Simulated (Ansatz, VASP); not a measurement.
## Two plane-wave programs on Si

INCAR

```
ALGO = Normal ; DIPOL = 0.5 0.5 0.386
EDIFF = 1E-6 ; ENCUT = 520
GGA = PE ; IDIPOL = 3
ISIF = 2 ; ISMEAR = 0
IVDW = 12 ; LASPH = True
LCHARG = False ; LDIPOL = True
LREAL = False ; LWAVE = False
NBANDS = 16 ; NELM = 80
PREC = Accurate ; SIGMA = 0.1
```

The input KPOINTS:

```
k-points
0
Gamma
  9 9 1
```

Contents of POSCAR:

```
Si
1.0
    3.8472023583      0.0000000000      0.0000000000
   -1.9236011791      3.3317749758      0.0000000000
    0.0000000000      0.0000000000     18.4446971457
Si
4
Direct
    0.3333333333      0.6666666667      0.2695814701
    0.6666666667      0.3333333333      0.2439725610
    0.7777777778      0.2222222222      0.5283197153
    1.1111111111     -0.1111111111      0.5027108062
```

Input for Ansatz:

```yaml
crystal:
  lattice:
    - [3.8472023583, 0.0, 0.0]
    - [-1.9236011791, 3.3317749758, 0.0]
    - [0.0, 0.0, 18.4446971457]
  atoms:
    - { symbol: Si, position: [0.3333333333, 0.6666666667, 0.2695814701] }
    - { symbol: Si, position: [0.6666666667, 0.3333333333, 0.243972561] }
    - { symbol: Si, position: [0.7777777778, 0.2222222222, 0.5283197153] }
    - { symbol: Si, position: [1.1111111111, -0.1111111111, 0.5027108062] }
basis:
  ecutwfc: 420
kpoints:
  mp_grid: { grid: [9, 9, 1] }
hamiltonian:
  xc: pbe
  dispersion: d3bj
scf:
  occupations: { method: gaussian, width: 0.1 }
output:
  forces: true
  eigenvalues: true
efield:
  axis: 3
  dipole_correction: true
  ramp_width: 0.04
```

Alike in both runs: task single point; functional PBE; dispersion D3(BJ); k mesh 9 × 9 × 1; occupations gaussian, width 0.1 eV; no spin polarisation.

|  | VASP | Ansatz |
| --- | --- | --- |
| version | VASP 6.6.1 | Ansatz 0.2.0 |
| potentials or method | VASP PAW PBE potentials, release 64 (Si) | scalar-relativistic, plane waves, PAW |
| plane-wave cutoff (eV) | 520 | 420 |
| valence electrons in the cell | 16 | 16 |

```tsv
	VASP	Ansatz	Ansatz less VASP
gap on the k mesh at the Fermi level (eV)	0.14	0.14	0.000
least direct gap on the mesh (eV)	0.14	0.14	0.000
rms of the force components (eV/Å)	0.048	0.050	+0.0016
```

Atom by atom the forces differ by 0.004 eV/Å (rms over components).
